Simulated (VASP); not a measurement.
A run of VASP 6.6.1:

The input INCAR:

```
SYSTEM = In
  ALGO = Normal
  EDIFF = 1E-7
  ENCUT = 550
  GGA = PS
  ISIF = 2
  ISMEAR = 0
  LASPH = .True.
  LCHARG = .False.
  LREAL = .False.
  LWAVE = .False.
  NBANDS = 20
  NELM = 60
  PREC = Accurate
  SIGMA = 0.02
```

Contents of KPOINTS:

```
k-points
0
Gamma
  9 9 5
  0 0 0
```

File POSCAR:

```
In
1.0
    3.3354847820      0.0000000000      0.0000000000
   -1.6677423910      2.8886145552      0.0000000000
    0.0000000000      0.0000000000      5.5091429200
In
2
Cartesian
    1.6677423912      0.9628715183      4.1318571900
   -0.0000000002      1.9257430369      1.3772857300
```

Potentials or basis: VASP PAW PBE potentials, release 64 (In_d_GW).

Launch:

```console
$ cat potpaw_PBE.64/In_d_GW/POTCAR > POTCAR
$ mpirun -np 1 vasp_std > vasp.out
```

Hardware: 1 thread of Intel(R) Xeon(R) Platinum 8488C (Sapphire Rapids) (shared host).

**Question.** How long does it take, and how much memory?

**Answer.** It took 44 s on 1 thread of Intel(R) Xeon(R) Platinum 8488C (Sapphire Rapids), with other jobs on the host, peak memory 0.19 GiB. Counts: scf iterations 13, k points 36.
